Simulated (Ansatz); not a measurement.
# SiO2: Quadrupolar parameters

The cell is a computed structure from the Materials Project (it need not be an observed phase), atoms as given.

```
CELL_PARAMETERS angstrom
-4.22353 4.22353 4.22353
4.22353 -4.22353 4.22353
4.22353 4.22353 -4.22353
ATOMIC_POSITIONS crystal
Si 0.50000 0.00000 0.78250
Si 0.28250 0.28250 0.28250
Si 0.50000 0.00000 0.21750
Si 0.71750 0.71750 0.71750
Si 0.78250 0.50000 0.00000
Si 0.00000 0.21750 0.50000
Si 0.21750 0.50000 0.00000
Si 0.00000 0.78250 0.50000
O 0.68023 0.93023 0.75000
O 0.75000 0.68023 0.93023
O 0.81977 0.56977 0.25000
O 0.75000 0.18023 0.43023
O 0.06977 0.25000 0.31977
O 0.50000 0.00000 0.00000
O 0.25000 0.81977 0.56977
O 0.43023 0.75000 0.18023
O 0.31977 0.06977 0.25000
O 0.18023 0.43023 0.75000
O 0.93023 0.75000 0.68023
O 0.50000 0.50000 0.50000
O 0.25000 0.31977 0.06977
O 0.00000 0.50000 0.00000
O 0.00000 0.00000 0.50000
O 0.56977 0.25000 0.81977
```

Atom numbers follow the list; atoms alike are taken as one site, whose name carries the number of the first.

The numbers come from a DFT calculation in Ansatz (PBE, plane waves and PAW, scalar-relativistic, 420 eV cutoff, Γ-centred 4×4×4 k-points, Fermi–Dirac smearing 0.02 eV).

C_Q = eQV_zz/h, which is 24.18 MHz for Q = 1 b and V_zz = 10²¹ V/m²; η = (V_xx − V_yy)/V_zz. Directions are in the Cartesian axes of the cell vectors above, for the atom listed; none is given where the gradient is under 0.02 or η is above 0.95.

(1) What field gradients does the calculation give at each kind of site?

## Answers

(1) 

```csv
site,first atom,first shell,V_zz (10²¹ V/m²),η,"direction of V_zz (x, y, z)"
Si,1,4 O at 1.59–1.62 Å,0.61,0.00,-0.58 -0.58 0.58
O9,9,"2 Si at 1.62 Å, angle 136°",9.21,0.30,0.76 -0.66 0.00
O14,14,"2 Si at 1.59 Å, angle 180°",9.76,0.00,0.58 0.58 -0.58
```

An axis of threefold or higher order runs through Si and O14, so V_zz lies along it and η is zero. At O9 V_zz runs parallel to the line that joins its two neighbours (within 4°).

At this cell the PBE pressure is 6 GPa, so with PBE the cell would grow if it were relaxed. The entry's cell may itself be off. The largest force is 0.3 eV/Å, so the atoms aren't at the calculated equilibrium and relaxing them would move these values.
